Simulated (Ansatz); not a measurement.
An input for Ansatz 0.2.0 (CoCl3 (honeycomb trihalide sheet)):

```yaml
crystal:
  lattice:
    - [4.64664447, -2.32332224, 2.32332224]
    - [-2.32332224, -2.32332224, -4.64664447]
    - [16.91590101, 16.91590101, -16.91590101]
  atoms:
    - { symbol: Co, position: [0.3333333333, 0.6666666667, 0.3199677807] }
    - { symbol: Co, position: [0.6666666667, 0.3333333333, 0.3199677807] }
    - { symbol: Cl, position: [0.3572419695, 0.0, 0.3624162738] }
    - { symbol: Cl, position: [0.0, 0.3572419695, 0.3624162738] }
    - { symbol: Cl, position: [0.6427580305, 0.6427580305, 0.3624162738] }
    - { symbol: Cl, position: [0.6427580305, 0.0, 0.2775192876] }
    - { symbol: Cl, position: [0.0, 0.6427580305, 0.2775192876] }
    - { symbol: Cl, position: [0.3572419695, 0.3572419695, 0.2775192876] }
  periodic: [true, true, false]
kpoints:
  mp_grid: { grid: [6, 6, 1] }
  band_path:
    path:
      - [0.0, 0.0, 0.0]
      - [0.5, 0.0, 0.0]
      - [0.33333333, 0.33333333, 0.0]
      - [0.0, 0.0, 0.0]
    npoints: 10
hamiltonian:
  xc: pbesol
scf:
  occupations: { method: gaussian, width: 0.08 }
  n_extra_bands: 24
  max_iter: 150
  lower_state_search: "off"
output:
  eigenvalues: true
  forces: true
  stress: true
  fatbands: true
  write_density: true
  write_potential: true
  elf: true
  volumetric_format: npy
```

```sh
ansatz run input.yaml --threads 8 --pin off --max-ram 14745MiB --backend cpu --events-out ev --progress --plain --runs-dir out
```

Q: How long will it take on 8 threads of Arm Neoverse V2, shared host, and how much memory?

It took 20 s; on shared hardware allow 10 s to 40 s. Peak host memory was 2.4 GiB. The sizes that set the cost: 16153 plane waves a state, 7 irreducible k points and 9 SCF cycles.

[Paths, hosts, dates, memory and timing lines, banners, echoed tables and standing remarks are left out of the program output.]

[Logs are printed without paths, hosts, clocks, repeated set-up lines and the standing remarks that a program may print on its own settings, such as how far it seeks lower states.]

[Runs of the session that timed out or met a known fault of the program may be left out.]

[Hosts, paths, dates, database ids (printed as entryN), source tags and the programs' standing remarks are cut or masked in the printed files.]
